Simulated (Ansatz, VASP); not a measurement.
Two plane-wave programs on Te2Mo

```
Te Mo
1.0
     3.78400    0.00000    0.00000
    -1.89200    3.27704    0.00000
     0.00000    0.00000   33.26988
Te Mo
2 1
Direct
  0.33333 0.66667 0.44728
  0.33333 0.66667 0.55272
  0.66667 0.33333 0.50000
```

Alike in both runs: task single point; functional PBE; dispersion D3(BJ); k mesh 9 × 9 × 1; occupations gaussian, width 0.02 eV; no spin polarisation.

```csv
,VASP,Ansatz
version,VASP 6.6.1,Ansatz 0.2.0
potentials or method,"VASP PAW PBE potentials, release 64 (Te, Mo_sv)","scalar-relativistic, plane waves, PAW"
plane-wave cutoff (eV),520,420
valence electrons in the cell,26,46
```

Ansatz gave:

* gap on the k mesh at the Fermi level (eV): 0.59
* least direct gap on the mesh (eV): 0.70
* rms of the force components (eV/Å): 0.172

Q: What did VASP give for the same quantities?

A: gap on the k mesh at the Fermi level (eV): 0.59; least direct gap on the mesh (eV): 0.70; rms of the force components (eV/Å): 0.166.

The two sets of potentials don't hold the same shells in valence. Ansatz warned: «dispersion_switch_in_reach».

Caveats: spin-orbit coupling is left out, which moves the levels of the heavy elements. Expect the measured gap to be larger: semilocal functionals such as PBE lack the derivative discontinuity.
